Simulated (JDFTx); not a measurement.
Write the native input for JDFTx 1.7.0 (patched build) that does the following.

| Quantity | Value |
| --- | --- |
| Task | single point |
| Functional | PBE |
| Potentials or basis | PseudoDojo-SR-PBE-0.5-standard with smoothed tails |
| Cutoff | 1116 eV |
| Density cutoff | 8925 eV |
| k mesh | 10 × 10 × 9 |
| Occupations | fermi-dirac, width 0.05 eV |
| Spin | no spin polarisation |
| Hubbard terms | W d U = 1 eV |
| Local potential set to -Z/r beyond | 6 bohr |
| Bands | 15 |
| Density cutoff over wavefunction cutoff | 8 |
| Max SCF steps | 100 |
| SCF threshold on the energy | 1e-09 Ha |
| Solver of the electrons | scf |
| Further solve for the empty bands | yes |
| Hubbard projectors | atomic pseudo-orbitals, not orthogonalised |

Crystal: WC (Qusongite).

```
CELL_PARAMETERS angstrom
2.90650 0.00000 0.00000
-1.45325 2.51710 0.00000
0.00000 0.00000 2.83660
ATOMIC_POSITIONS crystal
W 0.00000 0.00000 0.00000
C 0.66667 0.33333 0.50000
```

These files were run (other wordings do the same):

WC.in

```
lattice \
    2.9065000000    -1.4532500000     0.0000000000 \
    0.0000000000     2.5171028361     0.0000000000 \
    0.0000000000     0.0000000000     2.8366000000
latt-scale 1.889726124626 1.889726124626 1.889726124626
coords-type Lattice
ion W      0.0000000000     0.0000000000     0.0000000000 1
ion C      0.6666666667     0.3333333333     0.5000000000 1

ion-species pseudo/W.upf
ion-species pseudo/C.upf
elec-cutoff 41 328
elec-ex-corr gga-PBE
kpoint-folding 10 10 9
elec-smearing Fermi 0.0018374661
elec-n-bands 15
add-U W d 0.036749
electronic-SCF nIterations 100 energyDiffThreshold 1e-09
electronic-minimize nIterations 30 energyDiffThreshold 1e-7
converge-empty-states yes
forces-output-coords Cartesian

dump-name run.$VAR
dump End Ecomponents EigStats BandEigs Kpoints Forces Stress RhoAtom ElecDensity Dtot KEdensity
```

Potentials or basis: PseudoDojo-SR-PBE-0.5-standard with smoothed tails.

Run with:

```bash
$ jdftx -c 1 -i WC.in -o WC.out
```

It gave:

The pressure is 3.1 GPa and the band gap on the k mesh is none (metal or under the smearing width). The loewdin charges are W +0.77; C -0.69 e.

Caveat: U without spin polarisation on a metal has little footing; the U is typed as a test and isn't derived for this compound.

Run time: 60 s on 1 thread of Intel(R) Xeon(R) Processor @ 2.70GHz, with other jobs on the host, peak memory 0.15 GiB.
